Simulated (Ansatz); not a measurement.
Molecular dynamics on a 2×2×2 supercell (32 atoms) of ScAlN2 (ordering on rocksalt), relaxed with r2SCAN. Forces come from PBEsol in the PAW code Ansatz: a Nosé-Hoover thermostat at fixed volume, 800 K, steps of 3 fs. Spin polarisation is off, nuclei are classical, and the run is far too short for thermal averages. The structure comes from a prototype and may be hypothetical.

```yaml
crystal:
  lattice:
    - [6.0892170864, 0.0, 0.0]
    - [0.0, 6.0892170864, 0.0]
    - [0.0, 0.0, 8.6379615708]
  atoms:
    - { symbol: Sc, position: [0.0, 0.0, 0.0] }
    - { symbol: "N", position: [0.0, 0.0, 0.25] }
    - { symbol: Al, position: [0.25, 0.25, 0.25] }
    - { symbol: "N", position: [0.25, 0.25, 0.0] }
    - { symbol: Sc, position: [0.0, 0.0, 0.5] }
    - { symbol: "N", position: [0.0, 0.0, 0.75] }
    - { symbol: Al, position: [0.25, 0.25, 0.75] }
    - { symbol: "N", position: [0.25, 0.25, 0.5] }
    - { symbol: Sc, position: [0.0, 0.5, 0.0] }
    - { symbol: "N", position: [0.0, 0.5, 0.25] }
    - { symbol: Al, position: [0.25, 0.75, 0.25] }
    - { symbol: "N", position: [0.25, 0.75, 0.0] }
    - { symbol: Sc, position: [0.0, 0.5, 0.5] }
    - { symbol: "N", position: [0.0, 0.5, 0.75] }
    - { symbol: Al, position: [0.25, 0.75, 0.75] }
    - { symbol: "N", position: [0.25, 0.75, 0.5] }
    - { symbol: Sc, position: [0.5, 0.0, 0.0] }
    - { symbol: "N", position: [0.5, 0.0, 0.25] }
    - { symbol: Al, position: [0.75, 0.25, 0.25] }
    - { symbol: "N", position: [0.75, 0.25, 0.0] }
    - { symbol: Sc, position: [0.5, 0.0, 0.5] }
    - { symbol: "N", position: [0.5, 0.0, 0.75] }
    - { symbol: Al, position: [0.75, 0.25, 0.75] }
    - { symbol: "N", position: [0.75, 0.25, 0.5] }
    - { symbol: Sc, position: [0.5, 0.5, 0.0] }
    - { symbol: "N", position: [0.5, 0.5, 0.25] }
    - { symbol: Al, position: [0.75, 0.75, 0.25] }
    - { symbol: "N", position: [0.75, 0.75, 0.0] }
    - { symbol: Sc, position: [0.5, 0.5, 0.5] }
    - { symbol: "N", position: [0.5, 0.5, 0.75] }
    - { symbol: Al, position: [0.75, 0.75, 0.75] }
    - { symbol: "N", position: [0.75, 0.75, 0.5] }
kpoints:
  mp_grid: { grid: [2, 2, 2] }
hamiltonian:
  xc: pbesol
scf:
  occupations: { method: fermi_dirac, width: 0.069 }
md:
  ensemble: nvt_nose_hoover
  temperature: 800
  timestep: 3.0
  n_steps: 30
  initial_velocities: maxwell_boltzmann
  seed: 6846
```

Command: `ansatz run input.yaml --threads 4 --pin off --max-ram 3686MiB --backend cpu --events-out ev --progress --plain --runs-dir out`.

Task: What wall time did it need on 4 threads of Intel(R) Xeon(R) Processor @ 2.50GHz (Skylake/Cascade Lake), on a shared host, load about 0.8 per core, and what peak of host memory did it reach?

Result: About 4.1 min, with a peak of 1.5 GiB.

Task: How do temperature and energy develop?

Result: The temperature starts at 800 K, is lowest at step 7 (288 K, 21 fs) and ends at 602 K. The thermostat hasn't had time to restore it. The atoms start on their lattice sites with kinetic energy alone, so much of it first passes into potential energy. By the last step the atoms have moved 0.14 Å in the root mean square, the drift of the whole cell taken out, 0.30 Å at most.

| step | t (fs) | T (K) | free energy F from step 0 (meV/atom) | kinetic energy (meV/atom) | largest force (eV/Å) |
| --- | --- | --- | --- | --- | --- |
| 0 | 0 | 800 | 0.0 | 100.2 | 0.00 |
| 1 | 3 | 764 | 4.6 | 95.7 | 0.81 |
| 2 | 6 | 669 | 16.8 | 83.8 | 1.48 |
| 3 | 9 | 543 | 32.8 | 68.0 | 1.95 |
| 4 | 12 | 423 | 48.1 | 53.0 | 2.20 |
| 5 | 15 | 336 | 59.2 | 42.1 | 2.22 |
| 6 | 18 | 293 | 64.6 | 36.7 | 2.15 |
| 7 | 21 | 288 | 65.3 | 36.1 | 2.41 |
| 8 | 24 | 305 | 63.2 | 38.2 | 2.53 |
| 9 | 27 | 328 | 60.5 | 41.1 | 2.41 |
| 10 | 30 | 344 | 58.8 | 43.1 | 2.09 |
| 11 | 33 | 350 | 58.4 | 43.9 | 2.17 |
| 12 | 36 | 352 | 58.7 | 44.0 | 2.71 |
| 13 | 39 | 354 | 58.9 | 44.3 | 2.94 |
| 14 | 42 | 356 | 59.1 | 44.6 | 2.83 |
| 15 | 45 | 358 | 59.4 | 44.8 | 2.47 |
| 16 | 48 | 358 | 60.1 | 44.9 | 2.18 |
| 17 | 51 | 363 | 60.3 | 45.4 | 2.03 |
| 18 | 54 | 378 | 59.1 | 47.3 | 1.80 |
| 19 | 57 | 404 | 56.5 | 50.6 | 1.90 |
| 20 | 60 | 435 | 53.4 | 54.5 | 1.76 |
| 21 | 63 | 456 | 51.6 | 57.1 | 1.76 |
| 22 | 66 | 459 | 52.3 | 57.5 | 1.84 |
| 23 | 69 | 447 | 54.9 | 56.0 | 2.26 |
| 24 | 72 | 436 | 57.5 | 54.6 | 2.43 |
| 25 | 75 | 445 | 57.3 | 55.7 | 2.30 |
| 26 | 78 | 483 | 53.4 | 60.5 | 2.00 |
| 27 | 81 | 541 | 47.0 | 67.8 | 2.00 |
| 28 | 84 | 595 | 41.2 | 74.5 | 2.08 |
| 29 | 87 | 620 | 39.2 | 77.6 | 2.01 |
| 30 | 90 | 602 | 42.6 | 75.4 | 1.82 |

Positions (Å) and forces (eV/Å) at step 30:
```
Sc   0.068  -0.076  -0.106    -0.691   0.238   1.416
N   -0.178  -0.101   2.190     1.039   0.318  -0.469
Al   1.680   1.645   2.235    -0.520  -0.906   0.008
N    1.594   1.506  -0.029    -0.594   0.341  -0.036
Sc   0.063  -0.030   4.330    -0.493   0.492  -0.584
N   -0.065  -0.064   6.441    -0.223  -0.360  -0.084
Al   1.631   1.599   6.509    -0.193   0.723  -0.213
N    1.518   1.593   4.255    -0.392  -0.491   0.055
Sc   0.027   2.923  -0.037    -0.521   0.914   0.198
N   -0.064   3.042   2.155    -0.166  -0.554  -0.087
Al   1.438   4.594   2.156     0.097   0.162  -0.096
N    1.502   4.552   0.140     0.428  -0.121   0.206
Sc  -0.084   3.037   4.312     0.866  -0.068   0.072
N   -0.086   2.966   6.443     0.677   0.481   0.197
Al   1.431   4.587   6.325     0.394  -0.181   0.616
N    1.519   4.540   4.330    -0.838   0.876  -0.579
Sc   3.054  -0.027  -0.014    -0.015   0.118   0.473
N    3.010   0.127   2.163     0.075  -0.472  -0.069
Al   4.694   1.416   2.264    -0.698   0.141  -0.455
N    4.617   1.437  -0.130    -0.335   0.891   0.112
Sc   3.081  -0.003   4.346    -0.661   0.494  -0.786
N    2.822   0.080   6.441     1.276  -0.455   0.457
Al   4.696   1.533   6.452    -0.223  -0.077   0.294
N    4.527   1.525   4.381     0.558   0.133   0.082
Sc   3.038   3.032   0.132     0.550   0.076  -1.737
N    2.979   3.029   2.207     0.667   1.103  -0.322
Al   4.597   4.573   2.115    -0.278  -0.135   0.356
N    4.614   4.570  -0.076    -0.719  -0.351   0.250
Sc   3.031   3.090   4.335     0.039  -0.398   0.500
N    2.842   3.284   6.512     0.780  -1.026  -0.088
Al   4.469   4.705   6.531    -0.218  -1.379  -0.104
N    4.524   4.630   4.262     0.334  -0.529   0.417
```
